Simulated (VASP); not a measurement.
A run of VASP 6.6.1 is set up as follows.

The input INCAR:

```
  PREC = Accurate
  ENCUT = 520
  EDIFF = 1E-6
  ISMEAR = -1
  SIGMA = 0.02
  LREAL = Auto
  LASPH = True
  NELM = 100
  ALGO = Normal
  ISIF = 2
  LWAVE = False
  LCHARG = True
  GGA = PE
  LELF = True
  LVHAR = True
  NBANDS = 63
```

File KPOINTS:

```
Automatic mesh
0
Gamma
  1 1 1
```

Contents of POSCAR:

```
H5NO
1.0
    7.0135790000      0.0000000000      0.0000000000
    0.0000000000      7.0135790000      0.0000000000
    0.0000000000      0.0000000000      7.0135790000
O H N
5 25 5
Direct
    0.2180769618      0.3704242869      0.8654212065
    0.2351866287      0.4117726485      0.4839469264
    0.8533446333      0.1023728399      0.1475138442
    0.0878153650      0.8309452278     -0.0691515701
    0.8089735640      0.8183268485      0.6967198915
    0.0818127236      0.3633665494      0.8931388668
    0.2228961847      0.4094200693      0.7260059379
    0.3337810838      0.5240833532      0.4853584739
    0.3070472294      0.3146325150      0.4125283254
    0.9056859558      0.0530257091      0.2609081612
    0.9227100743      0.0292432722      0.0477217124
    0.2238087002      0.8215919433     -0.0667134426
    0.0449556496      0.7297130324      0.0337488178
    0.9234942673      0.8109982079      0.7791884857
    0.8016734395      0.9600804382      0.6720534552
    0.6195980683      0.2280148267      0.7056882085
    0.7584715307      0.3055358755      0.5384697314
    0.5856638957      0.1499519717      0.4949541454
    0.4832767978      0.7121185917      0.3358342438
    0.3992683336      0.8460872830      0.5168260028
    0.6114709765      0.7359295447      0.5364165713
    0.9582126330      0.4641567451      0.1654077041
    1.0951184837      0.5700940989      0.3174556100
    0.8830299053      0.6464887613      0.2914204003
    0.6669348132      0.5811583501     -0.0473510030
    0.6614597198      0.4302938628      0.1406842355
    0.4544755253      0.4897927292      0.0461533263
    0.2940011084     -0.0347468817      0.2361561765
    0.2691920915      0.1733779572      0.1345104974
    0.4796837677      0.1008757440      0.1842283376
    0.6942532479      0.1874506582      0.5871039593
    0.4726973204      0.7205736187      0.4857719575
    0.9921325474      0.5978973075      0.2166796724
    0.5910676988      0.5329661219      0.0711619560
    0.3483813328      0.1088317391      0.2431426238
```

Potentials or basis: VASP PAW PBE potentials, release 64 (O, H, N).

Run with:

```sh
$ cat potpaw_PBE.64/O/POTCAR potpaw_PBE.64/H/POTCAR potpaw_PBE.64/N/POTCAR > POTCAR
$ mpirun -np 1 vasp_gam > vasp.out
```

**Question.** Predict the band gap on the k mesh.

**Answer.** 3.79 eV, direct.

**Question.** Predict the largest force.

**Answer.** 2.208 eV/Å.

**Question.** What does it give for the pressure?

**Answer.** 0.3 GPa.

Stress tensor (GPa, compression positive):
```
 1.14 -1.04  1.02
-1.04 -0.72 -0.35
 1.02 -0.35  0.36
```

Expect the measured gap to be larger: semilocal functionals such as PBE lack the derivative discontinuity.
